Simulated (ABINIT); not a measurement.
Sb: single point with PBE

Crystal: Sb.

```
Sb
1.0
     2.15420    1.24373    3.75800
    -2.15420    1.24373    3.75800
     0.00000   -2.48746    3.75800
Sb
2
Direct
  0.76651 0.76651 0.76651
  0.23349 0.23349 0.23349
```

- Program: ABINIT 10.8.3 (patched build)
- Task: single point
- Functional: PBE
- Potentials or basis: JTH PAW PBE v2.0
- Cutoff: 435 eV
- k mesh: 8 × 8 × 8
- Occupations: fermi-dirac, width 0.05 eV
- Spin: no spin polarisation
- Fine-grid cutoff: 870.764 eV
- Exchange and correlation inside the PAW spheres: full angular mesh (pawxcdev 0, this build's default; the released program takes 1)

The pressure is 2.6 GPa. The largest force is 0.170 eV/Å and the band gap on the k mesh is none (metal or under the smearing width). The valence electrons inside the program's atomic spheres are Sb 12.44 (radii [1.2705] Å).

Forces on the atoms (eV/Å):
```
Sb   0.000  0.000 -0.170
Sb   0.000  0.000  0.170
```

Stress tensor (GPa, compression positive):
```
2.78 0.00 0.00
0.00 2.78 0.00
0.00 0.00 2.21
```

Levels at points of the mesh, in eV from the Fermi level:
```tsv
k point	band 11	band 12	band 13	band 14	band 15	band 16	band 17	band 18	band 19
(0.00, 0.00, 0.00)	-12.81	-4.91	-2.16	-1.89	-1.89	1.98	2.60	2.60	5.07
(0.50, 0.00, 0.00)	-10.45	-9.73	-2.03	-1.92	-0.38	-0.29	0.10	0.41	7.53
(0.50, 0.50, 0.00)	-10.44	-8.09	-5.52	-3.84	-3.75	1.45	4.84	5.43	6.84
(0.50, 0.50, 0.50)	-11.28	-9.08	-1.40	-1.40	-0.56	0.04	0.04	1.03	6.94
```

It took 42 s on 1 thread of Arm Neoverse V2, with other jobs on the host, peak memory 0.14 GiB.

The run has no spin-orbit coupling, so splittings on Sb are missing.
